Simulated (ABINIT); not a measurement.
# Co (P-1) in ABINIT: single point with PBE

Aim: the single point of Co with PBE.

Everything below comes from runs of ABINIT 10.8.3 (patched build). Logs are shortened: lines on timing, memory, paths and dates and some standing lists are left out, and cuts for length are marked. The log counts tension as positive stress, the text compression.

### Step 1. The cell of the first run

The typed cell holds 2 atoms: a = 2.472 Å, b = 2.472 Å, c = 4.021 Å, α = 90.00°, β = 90.00°, γ = 120.00°.

### Step 2. Single point, PBE, collinear spin, ferromagnetic start (atoms moved at random, drawn with an rms of 0.05 Å)

run.abi reads:

```
# Pseudopotentials
pp_dirpath "./"
pseudos "Co.GGA_PBE-JTH.xml"

# Structure
acell 3*1.0
rprim
     4.6714027971     0.0000000000     0.0000000000
    -2.3357013986     4.0455534936     0.0000000000
     0.0000000000     0.0000000000     7.5988610189
ntypat 1
znucl 27
natom 2
typat 1 1
xred
     0.6648460000     0.3127030000     0.7427330000
     0.3433360000     0.6528870000     0.2401120000
chkprim 0
chksymtnons 0
tolsym 1.0e-6

# Plane-wave basis
ecut 544.227725 eV
pawecutdg 40.0

# k points
kptopt 1
ngkpt 12 12 7
nshiftk 1
shiftk 0.0 0.0 0.0

# Exchange and correlation
ixc 11

# Bands and occupations
nband 22
occopt 3
tsmear 0.05 eV

# Spin
nsppol 2
spinat
     0.0000000000     0.0000000000     2.0000000000
     0.0000000000     0.0000000000     2.0000000000

# SCF cycle
nstep 100
tolvrs 1.0e-9

# Output
iomode 3
prtwf 0
prtden 0
prteig 0
prtebands 0
```

Potentials or basis: JTH PAW PBE v2.0.

The run is started by

```sh
$ abinit run.abi > log 2>&1
```

run.abo:

```text
.Version 10.8.3 of ABINIT
 Symmetries : space group P-1 (#  2); Bravais aP (primitive triclinic)
================================================================================
 Values of the parameters that define the memory need of the present run
     intxc =       0    ionmov =       0      iscf =      17    lmnmax =      18
     lnmax =       6     mgfft =      32  mpssoang =       3    mqgrid =    3001
     natom =       2  nloc_mem =       2    nspden =       2   nspinor =       1
    nsppol =       2      nsym =       2    n1xccc =       1    ntypat =       1
    occopt =       3   xclevel =       2
       mpw =         631          nfft =       12800          nkpt =         506
 PAW method is used; the additional fine FFT grid is defined by:
   mgfftf=        45    nfftf =     40500
================================================================================
================================================================================

--------------------------------------------------------------------------------
------------- Echo of variables that govern the present computation ------------
--------------------------------------------------------------------------------
 -outvars: echo values of preprocessed input variables --------
            acell      1.0000000000E+00  1.0000000000E+00  1.0000000000E+00 Bohr
              amu      5.89332000E+01
          chkprim           0
      chksymtnons           0
             ecut      2.00000000E+01 Hartree
                       outvar_i_n : Printing only first  50 k-points.
              ixc          11
                       outvar_i_n : Printing only first  50 k-points.
         kptrlatt       12    0    0      0   12    0      0    0    7
          kptrlen      5.31920271E+01
            natom           2
            nband          22
            ngfft          20      20      32
          ngfftdg          30      30      45
             nkpt         506
           nspden           2
           nsppol           2
            nstep         100
             nsym           2
           ntypat           1
                       prtocc : prtvol=0, do not print more k-points.
                       1.000000  1.000000  1.000000  1.000000  1.000000  1.000000
                       1.000000  1.000000  1.000000  1.000000  1.000000  1.000000
                       1.000000  1.000000  1.000000  1.000000  1.000000  0.000000
                       0.000000  0.000000  0.000000  0.000000
                       1.000000  1.000000  1.000000  1.000000  1.000000  1.000000
                       1.000000  1.000000  1.000000  1.000000  1.000000  1.000000
                       1.000000  1.000000  1.000000  1.000000  1.000000  0.000000
                       0.000000  0.000000  0.000000  0.000000
                       1.000000  1.000000  1.000000  1.000000  1.000000  1.000000
                       1.000000  1.000000  1.000000  1.000000  1.000000  1.000000
                       1.000000  1.000000  1.000000  1.000000  1.000000  0.000000
                       0.000000  0.000000  0.000000  0.000000
                       1.000000  1.000000  1.000000  1.000000  1.000000  1.000000
                       1.000000  1.000000  1.000000  1.000000  1.000000  1.000000
                       1.000000  1.000000  1.000000  1.000000  1.000000  0.000000
                       0.000000  0.000000  0.000000  0.000000
                       1.000000  1.000000  1.000000  1.000000  1.000000  1.000000
[... 168 lines left out ...]
                       1.000000  1.000000  1.000000  1.000000  1.000000  1.000000
                       1.000000  1.000000  1.000000  1.000000  1.000000  0.000000
                       0.000000  0.000000  0.000000  0.000000
                       1.000000  1.000000  1.000000  1.000000  1.000000  1.000000
                       1.000000  1.000000  1.000000  1.000000  1.000000  1.000000
                       1.000000  1.000000  1.000000  1.000000  1.000000  0.000000
                       0.000000  0.000000  0.000000  0.000000
                       1.000000  1.000000  1.000000  1.000000  1.000000  1.000000
                       1.000000  1.000000  1.000000  1.000000  1.000000  1.000000
                       1.000000  1.000000  1.000000  1.000000  1.000000  0.000000
                       0.000000  0.000000  0.000000  0.000000
                       1.000000  1.000000  1.000000  1.000000  1.000000  1.000000
                       1.000000  1.000000  1.000000  1.000000  1.000000  1.000000
                       1.000000  1.000000  1.000000  1.000000  1.000000  0.000000
                       0.000000  0.000000  0.000000  0.000000
                       prtocc : prtvol=0, do not print more k-points.
           occopt           3
        pawecutdg      4.00000000E+01 Hartree
         pawxcdev           0
           prtden           0
        prtebands           0
           prteig           0
            prtwf           0
            rprim      4.6714027971E+00  0.0000000000E+00  0.0000000000E+00
                      -2.3357013986E+00  4.0455534936E+00  0.0000000000E+00
                       0.0000000000E+00  0.0000000000E+00  7.5988610189E+00
          spgroup           2
[... 127 lines left out ...]
 Radius=ratsph(iatom), smearing ratsm=  0.0000. Diff(up-dn)=approximate z local magnetic moment.
    Atom    Radius    up_density   dn_density  Total(up+dn)  Diff(up-dn)
    1 Co   2.10903     8.624779     6.943689     15.568469     1.681090
    2 Co   2.10903     8.625891     6.944904     15.570796     1.680987
 ------------------------------------------------------------------------------------------------------------
  Sum:                17.250671    13.888594     31.139264     3.362077
 Total magnetization (from the atomic spheres):                3.362077
 Total magnetization (exact up - dn):                          3.208859

================================================================================

 ----iterations are completed or convergence reached----

 Mean square residual over all n,k,spin=   13.255E-08; max=  67.903E-05
 reduced coordinates (array xred) for    2 atoms
       0.664846000000      0.312703000000      0.742733000000
       0.343336000000      0.652887000000      0.240112000000
 rms dE/dt=  7.6779E-03; max dE/dt=  1.2391E-02; dE/dt below (all hartree)
    1      -0.004796346729     -0.000550304165      0.012391218606
    2       0.004796346729      0.000550304165     -0.012391218606

 cartesian coordinates (angstrom) at end:
    1      1.25699835390340     0.66943918315227     2.98663640396009
    2      0.04175825831876     1.39771009542836     0.96552494668699

 cartesian forces (hartree/bohr) at end:
    1      0.00102674655507     0.00072881931603    -0.00163066788229
    2     -0.00102674655507    -0.00072881931603     0.00163066788229
 frms,max,avg= 1.1894626E-03 1.6306679E-03   0.000E+00  0.000E+00  0.000E+00 h/b

 cartesian forces (eV/Angstrom) at end:
    1      0.05279743067162     0.03747739607238    -0.08385231393163
    2     -0.05279743067162    -0.03747739607238     0.08385231393163
 frms,max,avg= 6.1164626E-02 8.3852314E-02   0.000E+00  0.000E+00  0.000E+00 e/A
 length scales=  1.000000000000  1.000000000000  1.000000000000 bohr
              =  0.529177210544  0.529177210544  0.529177210544 angstroms
 Fermi (or HOMO) energy (hartree) =   0.53412   Average Vxc (hartree)=  -0.47464
 Magnetization (Bohr magneton)=  3.20886186E+00
 Total spin up =  1.86044309E+01   Total spin down =  1.53955691E+01
 Eigenvalues (hartree) for nkpt= 506  k points, SPIN UP:
 kpt#   1, nband= 22, wtk=  0.00099, kpt=  0.0000  0.0000  0.0000 (reduced coord)
  -2.99736   -2.99514   -1.65231   -1.64124   -1.64118   -1.63968   -1.63957   -1.63936
   0.19824    0.34001    0.43543    0.43731    0.43801    0.44895    0.44980    0.46222
   0.46472    0.50311    0.50635    0.52550    0.76894    1.34349
      occupation numbers for kpt#   1
   1.00000    1.00000    1.00000    1.00000    1.00000    1.00000    1.00000    1.00000
   1.00000    1.00000    1.00000    1.00000    1.00000    1.00000    1.00000    1.00000
   1.00000    1.00000    1.00000    0.99088    0.00000    0.00000
 prteigrs : prtvol=0 or 1, do not print more k-points.

 Eigenvalues (hartree) for nkpt= 506  k points, SPIN DOWN:
 kpt#   1, nband= 22, wtk=  0.00099, kpt=  0.0000  0.0000  0.0000 (reduced coord)
  -2.92180   -2.91942   -1.57921   -1.56754   -1.56731   -1.56557   -1.56552   -1.56546
   0.19807    0.37415    0.49523    0.49742    0.49831    0.51115    0.51201    0.52336
   0.52689    0.53052    0.57306    0.57576    0.80727    1.33253
      occupation numbers for kpt#   1
   1.00000    1.00000    1.00000    1.00000    1.00000    1.00000    1.00000    1.00000
   1.00000    1.00000    1.00000    1.00000    1.00000    1.00000    0.99999    0.99714
   0.98081    0.87615    0.00000    0.00000    0.00000    0.00000
 prteigrs : prtvol=0 or 1, do not print more k-points.

--- !EnergyTerms
iteration_state     : {dtset: 1, }
comment             : Components of total free energy in Hartree
kinetic             :  2.35462135305444E+01
hartree             :  6.80900108155035E+01
xc                  : -6.31128155282959E+00
Ewald energy        : -2.00812743560096E+02
psp_core            :  7.15981755840847E+00
local_psp           : -2.35592939347353E+02
PAW spherical_terms :  5.11085413231190E+01
internal            : -2.92812381232703E+02
'-kT*entropy'       : -5.77051592966703E-04
total_energy        : -2.92812958284296E+02
total_energy_eV     : -7.96784650570231E+03
...

--- !EnergyTermsDC
iteration_state     : {dtset: 1, }
comment             : '"Double-counting" decomposition of free energy'
band_energy         : -2.31644243077594E+01
Ewald energy        : -2.00812743560096E+02
psp_core            :  7.15981755840847E+00
xc_dc               : -6.61777189739874E+01
PAW spherical_terms : -9.81733061423318E+00
internal            : -2.92812399897668E+02
'-kT*entropy'       : -5.77051592966703E-04
total_energy_dc     : -2.92812976949261E+02
total_energy_dc_eV  : -7.96784701360187E+03
...

--- !EnergyTermsWithPAWCore
iteration_state     : {dtset: 1, }
comment             : 'Components of total free energy, including PAW core contributions'
Total energy        : -2.78689554373626E+03
Total energy DC     : -2.78689556240122E+03
Total energy (eV)   : -7.58352910678106E+04
Total energy DC (eV): -7.58352915757101E+04
...

 Cartesian components of stress tensor (hartree/bohr^3)
  sigma(1 1)= -3.83454966E-05  sigma(3 2)=  1.04218382E-06
  sigma(2 2)= -5.78616007E-05  sigma(3 1)=  1.30646751E-06
  sigma(3 3)=  4.57374933E-05  sigma(2 1)=  1.30042640E-05

-Cartesian components of stress tensor (GPa)         [Pressure=  4.9496E-01 GPa]
- sigma(1 1)= -1.12816346E+00  sigma(3 2)=  3.06621067E-02
- sigma(2 2)= -1.70234707E+00  sigma(3 1)=  3.84376013E-02
- sigma(3 3)=  1.34564351E+00  sigma(2 1)=  3.82598657E-01

== END DATASET(S) ==============================================================
================================================================================

 -outvars: echo values of variables after computation  --------
            acell      1.0000000000E+00  1.0000000000E+00  1.0000000000E+00 Bohr
           etotal     -2.9281297695E+02
            fcart      1.0267465551E-03  7.2881931603E-04 -1.6306678823E-03
                      -1.0267465551E-03 -7.2881931603E-04  1.6306678823E-03
            rprim      4.6714027971E+00  0.0000000000E+00  0.0000000000E+00
                      -2.3357013986E+00  4.0455534936E+00  0.0000000000E+00
                       0.0000000000E+00  0.0000000000E+00  7.5988610189E+00
           strten     -3.8345496556E-05 -5.7861600735E-05  4.5737493264E-05
                       1.0421838246E-06  1.3064675138E-06  1.3004264036E-05
           xangst      1.2569983539E+00  6.6943918315E-01  2.9866364040E+00
                       4.1758258319E-02  1.3977100954E+00  9.6552494669E-01
             xred      6.6484600000E-01  3.1270300000E-01  7.4273300000E-01
                       3.4333600000E-01  6.5288700000E-01  2.4011200000E-01
 Calculation completed.
```

Run time: 7.3 min. Hardware: 1 thread of Arm Neoverse V2, shared host; peak memory 0.41 GiB.

Results:

```
Free energy                                           : -7967.8470 eV
Largest force                                         : 0.106 eV/Å
Band gap on the k mesh                                : none (metal or under the smearing width)
Net moment                                            : 3.21 μB per cell
Site moments                                          : Co +1.68 μB
Valence electrons inside the program's atomic spheres : Co 15.57 (radii [1.1161] Å)
```

Forces on the atoms (eV/Å):
```
Co   0.053  0.037 -0.084
Co  -0.053 -0.037  0.084
```

Caveat: the cutoff is too short for stress, so the log's stress isn't used.
